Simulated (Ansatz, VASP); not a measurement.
## One calculation of FeSi, two programs

```
CELL_PARAMETERS angstrom
2.70909 0.00000 0.00000
0.00000 2.70909 0.00000
0.00000 0.00000 2.70909
ATOMIC_POSITIONS crystal
Fe 0.50000 0.50000 0.50000
Si 0.00000 0.00000 0.00000
```

The cell was built by a generator and needn't be a form met in nature.

Alike in both runs: task single point; functional LDA; k mesh 16 × 16 × 16; occupations gaussian, width 0.05 eV; no spin polarisation.

```csv
,VASP,Ansatz
version,VASP 6.6.1,Ansatz 0.2.0
potentials or method,"VASP PAW LDA potentials, release 64 (Fe, Si)","scalar-relativistic, plane waves, PAW"
plane-wave cutoff (eV),520,420
valence electrons in the cell,12,20
```

Ansatz gave:

```
gap on the k mesh at the Fermi level (eV) : none
pressure (GPa)                            : 0.0
```

Which values does VASP return?

gap on the k mesh at the Fermi level (eV): none; pressure (GPa): 1.1.

A gap of «none» marks a metal or a gap that the smearing closes. The two sets of potentials don't hold the same shells in valence.

Spin polarisation is off, so any magnetic state and its effect on volume and gap are missing.
